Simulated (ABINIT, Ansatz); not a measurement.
An input for ABINIT 10.8.3 (SiC (Moissanite)):

```
acell 3*1.0 Angstrom
rprim 
  3.075999999976 0.000000000005 0.000000000000
  -1.537999999993 2.663894142018 0.000000000000
  0.000000000000 0.000000000000 5.048000000000
ntypat 2
znucl 14 6
natom 4
typat 1 1 2 2
xred 
  0.333333333333 0.666666666667 0.000000000000
  0.666666666667 0.333333333333 0.500000000000
  0.333333333333 0.666666666667 0.385000000000
  0.666666666667 0.333333333333 0.885000000000
pp_dirpath "pseudos"
pseudos "Si.upf, C.upf"
ecut 37
ngkpt 3 3 2
nshiftk 1
shiftk 0 0 0
kptopt 1
chksymbreak 0
irdden 1
istwfk *1
nband 235
prtvol 0
optdriver 6
gwr_task "HDIAGO"
paral_kgb 0
occopt 1
indata_prefix "in"
outdata_prefix "out"
tmpdata_prefix "tmp"
```

```sh
OMP_NUM_THREADS=1 mpirun -n 4 abinit run.abi > log
```

Estimate wall time and host memory on 4 MPI ranks of Intel Xeon Platinum 8488C (Sapphire Rapids), shared host.

It took 29 s; on shared hardware allow 14 s to 57 s. Peak host memory was 2.2 GiB.

[Paths, hosts, dates, memory and timing lines, banners, echoed tables and standing remarks are left out of the program output.]

[Logs are printed without paths, hosts, clocks, repeated set-up lines and the standing remarks that a program may print on its own settings, such as how far it seeks lower states.]

[Runs of the session that timed out or met a known fault of the program may be left out.]

[Hosts, paths, dates, database ids (printed as entryN), source tags and the programs' standing remarks are cut or masked in the printed files.]

[G0W0 gaps are taken among the corrected bands and points alone; a level outside them can change the order at an edge.]

[Where Ansatz stands beside ABINIT at settings called matched, ABINIT's density can come from a denser mesh and the files from another edition; pairs whose starting gaps differed by over 0.03 eV were left out, so agreement reads better than it is.]
